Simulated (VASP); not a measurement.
# Ni in VASP: reference runs

Reference runs on Ni: the cell as given.

Everything below comes from runs of VASP 6.6.1. Logs are shortened: lines on timing, memory, paths and dates and some standing lists are left out, and cuts for length are marked.

## (1) The sheet as given

The cell holds a sheet with vacuum, 1 atom: a = 2.259 Å, b = 2.259 Å, c = 23.800 Å, α = 90.00°, β = 90.00°, γ = 90.00°.

The cell was built by a generator and needn't be a form met in nature.

## (2) Single point, PBE, collinear spin, ferromagnetic start

Contents of INCAR:

```
PREC = Accurate
ENCUT = 520
EDIFF = 1E-7
ISMEAR = -1
SIGMA = 0.05
LREAL = False
LASPH = True
NELM = 100
ALGO = Normal
ISIF = 2
LWAVE = False
LCHARG = False
ISPIN = 2
MAGMOM = 1
LORBIT = 11
LMAXMIX = 4
LDIPOL = True
IDIPOL = 3
DIPOL = 0.5 0.5 0.294
GGA = PE
NBANDS = 15
```

Contents of KPOINTS:

```
regular mesh
0
Gamma
  12 12 1
```

Contents of POSCAR:

```
Ni
1.0
    2.2591100000      0.0000000000      0.0000000000
    0.0000000000      2.2591100000      0.0000000000
    0.0000000000      0.0000000000     23.8000000000
Ni
1
Direct
    0.5000000000      0.5000000000      0.2941200000
```

Potentials or basis: VASP PAW PBE potentials, release 64 (Ni).

Run with:

```sh
> cat potpaw_PBE.64/Ni/POTCAR > POTCAR
> mpirun -np 1 vasp_std > vasp.out
```

OUTCAR:

```text
PREC = Accurate
   ENCUT = 520
   EDIFF = 1E-7
   ISMEAR = -1
   LREAL = False
   LASPH = True
   NELM = 100
   ISIF = 2
   ISPIN = 2
   LORBIT = 11
   GGA = PE

 ion  position               nearest neighbor table
   1  0.500  0.500  0.294-

  LATTYP: Found a simple tetragonal cell.
 ALAT       =     2.2591100000
 C/A-ratio  =    10.5351222384

  Lattice vectors:

 A1 = (   2.2591100000,   0.0000000000,   0.0000000000)
 A2 = (   0.0000000000,   2.2591100000,   0.0000000000)
 A3 = (   0.0000000000,   0.0000000000,  23.8000000000)

Analysis of symmetry for initial positions (statically):
=====================================================================
 Subroutine PRICEL returns:
 Original cell was already a primitive cell.

 Routine SETGRP: Setting up the symmetry group for a
 simple tetragonal supercell.

 Subroutine GETGRP returns: Found 16 space group operations
 (whereof  8 operations were pure point group operations)
 out of a pool of 16 trial point group operations.

The static configuration has the point symmetry C_4v.
 The point group associated with its full space group is D_4h.

Analysis of symmetry for dynamics (positions and initial velocities):
=====================================================================
 Subroutine PRICEL returns:
 Original cell was already a primitive cell.

 Routine SETGRP: Setting up the symmetry group for a
 simple tetragonal supercell.

 Subroutine GETGRP returns: Found 16 space group operations
 (whereof  8 operations were pure point group operations)
 out of a pool of 16 trial point group operations.

The dynamic configuration has the point symmetry C_4v.
 The point group associated with its full space group is D_4h.

Analysis of structural, dynamic, and magnetic symmetry:
=====================================================================
 Subroutine PRICEL returns:
 Original cell was already a primitive cell.

 Routine SETGRP: Setting up the symmetry group for a
 simple tetragonal supercell.

 Subroutine GETGRP returns: Found 16 space group operations
 (whereof  8 operations were pure point group operations)
 out of a pool of 16 trial point group operations.

The overall configuration has the point symmetry C_4v.
 The point group associated with its full space group is D_4h.

 Subroutine INISYM returns: Found 16 space group operations
 (whereof  8 operations are pure point group operations),
 and found     1 'primitive' translations

----------------------------------------------------------------------------------------

[... 140 lines left out ...]
  ---------------------------------------------------
  free energy    TOTEN  =        -3.96327205 eV

  energy without entropy =       -3.94573517  energy(sigma->0) =       -3.95450361

 E-fermi :  -3.8899     XC(G=0):  -1.9409

 val. band max:       -3.8973931099   @ k =   0.2500   0.0000   0.0000
 cond. band min:      -3.8753252241   @ k =   0.1667   0.1667   0.0000
 fundamental gap:      0.0220678858
 Fermi energy:        -3.8899272373

 spin component 1

 k-point     1 :       0.0000    0.0000    0.0000
  band No.  band energies     occupation
      1      -9.7574      1.00000
      2      -7.7271      1.00000
      3      -5.8746      1.00000
      4      -4.7268      1.00000
      5      -4.7268      1.00000
      6      -4.4866      0.99999
      7      -3.1027      0.00000
      8       0.9851      0.00000
      9       1.4403      0.00000
     10       1.5549      0.00000
     11       2.3856      0.00000
     12       2.6467      0.00000
     13       4.0284      0.00000
     14       4.4004      0.00000
[... 403 lines left out ...]
      4      -4.8254      1.00000
      5      -4.4984      0.99999
      6       0.2298      0.00000
      7       5.2542      0.00000
      8       6.1868      0.00000
      9       9.1607      0.00000
     10       9.8776      0.00000
     11       9.9022      0.00000
     12      10.7745      0.00000
     13      10.8906      0.00000
     14      11.1438      0.00000
     15      11.6359      0.00000

 [... further k-points ...]

 spin component 2

 k-point     1 :       0.0000    0.0000    0.0000
  band No.  band energies     occupation
      1      -9.6549      1.00000
      2      -7.1021      1.00000
      3      -5.4039      1.00000
      4      -3.6006      0.00306
      5      -3.6006      0.00306
      6      -3.2925      0.00001
      7      -3.1381      0.00000
      8       0.9484      0.00000
      9       1.4056      0.00000
     10       1.5274      0.00000
     11       2.3653      0.00000
     12       2.6401      0.00000
     13       4.0070      0.00000
     14       4.3841      0.00000
[... 403 lines left out ...]
      4      -4.1771      0.99681
      5      -3.8225      0.20627
      6       0.4350      0.00000
      7       5.4360      0.00000
      8       6.2445      0.00000
      9       9.1115      0.00000
     10       9.8561      0.00000
     11       9.8785      0.00000
     12      10.7697      0.00000
     13      10.8769      0.00000
     14      11.1240      0.00000
     15      11.7793      0.00000

 [... further k-points ...]

------------------------ aborting loop because EDIFF is reached ----------------------------------------

 vacuum level on the upper side and lower side of the slab       (xc-potential included)        -0.088        -0.090

  FORCE on cell =-STRESS in cart. coord.  units (eV):
  Direction    XX          YY          ZZ          XY          YZ          ZX
  --------------------------------------------------------------------------------------
  -------------------------------------------------------------------------------------
  Total        0.0143494      0.0143494     -0.0007589     -0.0000000      0.0000000      0.0000000
  in kB        0.1892745      0.1892745     -0.0100105     -0.0000000      0.0000000      0.0000000
  external PRESSURE =       0.1228461 kB  Pullay stress =       0.0000000 kB

 VOLUME and BASIS-vectors are now :
 -----------------------------------------------------------------------------
  energy-cutoff  :      520.00
  volume of cell :      121.47
      direct lattice vectors                 reciprocal lattice vectors
     2.259110000  0.000000000  0.000000000     0.442652195  0.000000000  0.000000000
     0.000000000  2.259110000  0.000000000     0.000000000  0.442652195  0.000000000
     0.000000000  0.000000000 23.800000000     0.000000000  0.000000000  0.042016807

 POSITION                                       TOTAL-FORCE (eV/Angst)
 -----------------------------------------------------------------------------------
      1.12956      1.12956      7.00006         0.000000      0.000000     -0.000000
 -----------------------------------------------------------------------------------
    total drift:                                0.000000      0.000000      0.000038

  FREE ENERGIE OF THE ION-ELECTRON SYSTEM (eV)
  ---------------------------------------------------
  free  energy   TOTEN  =        -3.9632720450 eV

  energy  without entropy=       -3.9457351722  energy(sigma->0) =       -3.95450361

 vacuum level on the upper side and lower side of the slab         1.307         1.305

 total charge

# of ion       s       p       d       tot
------------------------------------------
    1        0.540   0.293   8.328   9.161

 magnetization (x)

# of ion       s       p       d       tot
------------------------------------------
    1        0.011  -0.010   0.879   0.881
```

OSZICAR:

```text
N       E                     dE             d eps       ncg     rms          rms(c)
DAV:   1     0.451719993500E+02    0.45172E+02   -0.35273E+03  1680   0.480E+02
DAV:   2    -0.301689054547E+01   -0.48189E+02   -0.44131E+02  1934   0.119E+02
DAV:   3    -0.449396889084E+01   -0.14771E+01   -0.14741E+01  2066   0.242E+01
[... 22 lines left out ...]
DAV:  26    -0.396327056374E+01   -0.10254E-05   -0.22786E-08  1820   0.386E-04    0.146E-04
DAV:  27    -0.396327144798E+01   -0.88424E-06   -0.10738E-08  1798   0.334E-04    0.715E-05
DAV:  28    -0.396327181402E+01   -0.36604E-06   -0.28207E-09  1819   0.203E-04    0.440E-05
DAV:  29    -0.396327199564E+01   -0.18161E-06   -0.12446E-09  1755   0.122E-04    0.187E-05
DAV:  30    -0.396327204501E+01   -0.49378E-07   -0.49982E-10  1846   0.750E-05
   1 F= -.39632720E+01 E0= -.39545036E+01  d E =-.175369E-01  mag=     0.8596
```

stdout:

```text
POSCAR found type information on POSCAR Ni
 POSCAR found :  1 types and       1 ions
 scaLAPACK will be used
 LDA part: xc-table for (Slater+PW92), standard interpolation
 POSCAR, INCAR and KPOINTS ok, starting setup
 FFT: planning ... GRIDC
 FFT: planning ... GRID_SOFT
 FFT: planning ... GRID
 WAVECAR not read
 entering main loop
```

It took 2 min on 1 thread of Intel Xeon 6975P-C (Granite Rapids), shared host; peak memory 0.31 GiB.

What came out:

| Property | Result |
| --- | --- |
| Free energy | -3.9633 eV |
| Band gap on the k mesh | none (metal or under the smearing width) |
| Net moment | 0.86 μB per cell |
| Site moments | Ni +0.88 μB |
| Valence electrons inside the program's atomic spheres | Ni 9.16 |

Levels at points of the mesh, in eV from the Fermi level:
Spin up:
| k point | band 3 | band 4 | band 5 | band 6 | band 7 | band 8 |
| --- | --- | --- | --- | --- | --- | --- |
| (0.00, 0.00, 0.00) | -1.98 | -0.84 | -0.84 | -0.60 | 0.79 | 4.88 |
| (0.50, 0.00, 0.00) | -1.68 | -0.96 | -0.67 | 1.43 | 5.49 | 7.82 |
| (0.50, 0.50, 0.00) | -2.32 | -0.61 | 0.41 | 8.40 | 8.40 | 13.45 |
Spin down:
```tsv
k point	band 1	band 2	band 3	band 4	band 5	band 6	band 7	band 8
(0.00, 0.00, 0.00)	-5.76	-3.21	-1.51	0.29	0.29	0.60	0.75	4.84
(0.50, 0.00, 0.00)	-2.87	-2.09	-0.56	-0.38	0.47	1.43	5.83	7.84
(0.50, 0.50, 0.00)	-3.54	-1.33	-1.33	0.02	1.21	8.50	8.50	13.65
```
